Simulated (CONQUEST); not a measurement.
Crystal: TePb.

```
Pb Te
1.0
     4.56932    0.00000    0.00000
     0.00000    4.56932    0.00000
     0.00000    0.00000    6.46200
Pb Te
2 2
Direct
  0.49534 0.49206 0.50003
  0.99535 0.99206 0.00003
  0.49771 0.49911 0.00722
  0.99771 0.99911 0.50722
```

The cell isn't the ideal one: atoms moved at random, drawn with an rms of 0.05 Å.

Base run:

| Item | Value |
| --- | --- |
| Program | CONQUEST 1.3 |
| Functional | PBE |
| Potentials or basis | PseudoDojo NC PBE, DZP, grid cutoff 120 Ha |
| k mesh | 6 × 6 × 4 |
| Occupations | fermi-dirac, width 0.05 eV |
| Spin | no spin polarisation |

Its results: band gap on the k mesh 0.81 eV; pressure 2.5 GPa; largest force 0.052 eV/Å.

**Question.** The run is repeated on the same cell with these changes: potentials or basis from PseudoDojo NC PBE, DZP, grid cutoff 120 Ha to PseudoDojo NC PBE, SZP, grid cutoff 120 Ha. What comes out?

**Answer.** Band gap on the k mesh 0.92 eV; pressure 3.0 GPa; largest force 0.089 eV/Å.

Caveats: spin-orbit coupling is left out, which as a rule narrows the gap of such compounds by several tenths of an eV; the basis of atomic orbitals isn't converged, which shifts pressures, moduli and gaps; the atomic basis is small (some runs); the box holds several primitive cells, so bands are folded and the points are those of the box's own zone (some runs).

A k mesh can miss the band edges.
